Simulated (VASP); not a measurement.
# Settings for AlN: projections on local functions

AlN, F-43m (no. 216), 2 atoms in the cell. PBE, projections on local functions; PAW potentials Al, N (PBE set). VASP 6.6.1.

Wanted: filling of the local functions (per spin) within 0.005.

POSCAR:
```
AlN
1.0
    0.0000000000      2.1839935596      2.1839935596
    2.1839935596      0.0000000000      2.1839935596
    2.1839935596      2.1839935596      0.0000000000
Al N
1 1
Direct
    0.0000000000      0.0000000000      0.0000000000
    0.2500000000      0.2500000000      0.2500000000
```

The series start from Cutoff ENCUT (eV): 500; k mesh: 8 × 8 × 8. Each series keeps the choices made before it, and each single choice may use up half of a tolerance. Times cover all steps of a run.

## Cutoff ENCUT (eV)

| Cutoff ENCUT (eV) | Filling of the local functions (per spin), largest deviation | Time (s) |
|---|---|---|
| 250 | 0.0409 | 5.3 |
| 300 | 0.0230 | 7.3 |
| 350 | 0.0138 | 7.8 |
| 400 | 0.0079 | 8.2 |
| 500 | 0.0037 | 11 |
| 600 | 0.0024 | 14 |
| 750 (reference) | 0.0000 | 17 |

Chosen: 600, the loosest value from which every tighter one stays within half of the tolerance.

## k mesh

| k mesh | Filling of the local functions (per spin), largest deviation | Time (s) |
|---|---|---|
| 4 × 4 × 4 | 0.0017 | 8.0 |
| 5 × 5 × 5 | 0.0005 | 8.8 |
| 6 × 6 × 6 | 0.0002 | 10 |
| 8 × 8 × 8 | 0.0001 | 14 |
| 9 × 9 × 9 (reference) | 0.0000 | 17 |

Chosen: 4 × 4 × 4.

## All choices together

| Input | Filling of the local functions (per spin), largest deviation | Time (s) |
|---|---|---|
| program defaults, k points 0.5 per Å apart (naive) | 0.0073 | 3.2 |
| chosen settings | 0.0035 | 8.0 |
| reference settings throughout | 0.0000 | 22 |

The tolerance is met.

## The input

INCAR.step1:
```
SYSTEM = AlN
PREC = Accurate
ENCUT = 600
EDIFF = 1E-6
ISMEAR = 0
SIGMA = 0.02
LASPH = .TRUE.
LREAL = .FALSE.
ALGO = Normal
NELM = 120
LWAVE = .TRUE.
LCHARG = .FALSE.
NBANDS = 15
KPAR = 2
GGA = PE
```

INCAR.step2:
```
PREC = Accurate
ENCUT = 600
EDIFF = 1E-6
ISMEAR = 0
SIGMA = 0.02
LASPH = True
LREAL = False
ALGO = None
NELM = 1
LCHARG = False
NBANDS = 15
GGA = PE
ISTART = 1
LWAVE = False
LOCPROJ = "1 : s : Pr
1 : p : Pr
2 : s : Pr
2 : p : Pr"
```

INCAR.step3:
```
PREC = Accurate
ENCUT = 600
EDIFF = 1E-6
ISMEAR = 0
SIGMA = 0.02
LASPH = True
LREAL = False
ALGO = None
NELM = 1
LCHARG = False
NBANDS = 15
GGA = PE
ISTART = 1
LWAVE = False
LOCPROJ = "1 : s : Hy 1 2.0
1 : p : Hy 1 2.0
2 : s : Hy 1 2.0
2 : p : Hy 1 2.0"
```

KPOINTS:
```
Automatic mesh
0
Gamma
  4 4 4
  0 0 0
```

Commands (each step's output is kept before the next begins):
```
cat potpaw_PBE.64/Al/POTCAR potpaw_PBE.64/N/POTCAR > POTCAR
cp INCAR.step1 INCAR
mpirun -np 2 vasp_std > vasp.out
cp INCAR.step2 INCAR
mpirun -np 1 vasp_std > vasp.out
cp INCAR.step3 INCAR
mpirun -np 1 vasp_std > vasp.out
```

Limits: the functions aren't orthogonal, so the fillings don't add up to the electrons.

The chosen input took VASP 6.6.1 8.0 s on 2 cores (Intel Xeon Platinum 8259CL @ 2.50GHz (Skylake/Cascade Lake)), a shared host.

## An input that fails: projector of a shell that the potential lacks

VASP's message: LPRJ_READER: function: 1 no state with L= 3 on species Al.

Changes against the starting input:
```
(step 2)
- LOCPROJ = "1 : s : Pr
1 : p : Pr
2 : s : Pr
2 : p : Pr"
+ LOCPROJ = 1 : f : Pr
```
